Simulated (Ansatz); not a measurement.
# AlPH3: the cost of one run

Computed with Ansatz 0.2.0 (DFT PBE, scalar-relativistic, plane waves, PAW, unless a step's input says otherwise).

The COD entry's cell or inner coordinates are ideal or old and differ from later refinements, so a difference from it is no clean test against experiment.

1 further run of the same task is left out (set aside as unsound or not needed).

## Step 1: Starting point

Symmetry: F-43m, No. 216, cubic system. Conventional cell: a = 5.507 Å, b = 5.507 Å, c = 5.507 Å, α = 90.00°, β = 90.00°, γ = 90.00°. Around Al (site symmetry -43m) lie 4 P at 2.38 Å. Around P (site symmetry -43m) lie 4 Al at 2.38 Å.

Coordinates:

```xyz
2
Lattice="0.0000 2.7534 2.7534 2.7534 0.0000 2.7534 2.7534 2.7534 0.0000" Properties=species:S:1:pos:R:3 pbc="T T T"
Al    0.0000    0.0000    0.0000
P     1.3767    1.3767    1.3767
```

It is the result of an earlier relaxation at this level (volume 20.87 Å³/atom; gap on the mesh: 1.63 eV).

## Step 2: The [110] wire, 4 host atoms a period with H caps

The wire is cut from the relaxed crystal, periodic along c with vacuum across. Atoms and period relax; energies count from the bulk, -647.2216 eV an atom. Each H cap counts from half an H2 molecule (-15.872 eV in a separate run).

The cell holds 2 Al, 2 P, 6 H: a = 13.600 Å, b = 15.200 Å, c = 3.894 Å, α = 90.00°, β = 90.00°, γ = 90.00°.

## Step 3: Relaxation

Pressure and volume refer to the whole cell with its vacuum; only the period along c may change.

input.yaml

```yaml
crystal:
  lattice:
    - [13.6, 0.0, 0.0]
    - [0.0, 15.2, 0.0]
    - [0.0, 0.0, 3.8938964419]
  atoms:
    - { symbol: Al, position: [0.5715789787, 0.5487047151, 0.0] }
    - { symbol: P, position: [0.5715789787, 0.6392771025, 0.5] }
    - { symbol: Al, position: [0.4284210213, 0.3675599401, 0.5] }
    - { symbol: P, position: [0.4284210213, 0.4581323276, 0.0] }
    - { symbol: H, position: [0.6676374, 0.4879310025, 0.0] }
    - { symbol: H, position: [0.4863271298, 0.6932137724, 0.5] }
    - { symbol: H, position: [0.6568308276, 0.6932137724, 0.5] }
    - { symbol: H, position: [0.5244794426, 0.3067862276, 0.5] }
    - { symbol: H, position: [0.3323626, 0.3067862276, 0.5] }
    - { symbol: H, position: [0.3431691724, 0.5120689975, 0.0] }
basis:
  ecutwfc: 420
kpoints:
  mp_grid: { grid: [1, 1, 9] }
hamiltonian:
  xc: pbe
scf:
  occupations: { method: gaussian, width: 0.05 }
output:
  forces: true
  stress: true
  eigenvalues: true
  populations: true
  write_density: true
  write_potential: true
  elf: true
  volumetric_format: npy
relax:
  adjacent_minimum: "off"
  f_tol: 0.02
  max_steps: 45
  cell: { fix: [a, b, alpha, beta, gamma], stress_tol: 0.03 }
```

Command:

```console
> ansatz run input.yaml --threads 4 --pin off --max-ram 11264MiB --backend cpu --events-out ev --progress --plain --runs-dir out
```

Q: Estimate wall time and peak memory on 4 threads of Intel Xeon Platinum 8259CL at 2.50GHz (Skylake/Cascade Lake), shared host.

About 49 s, with a peak of 1 GiB.
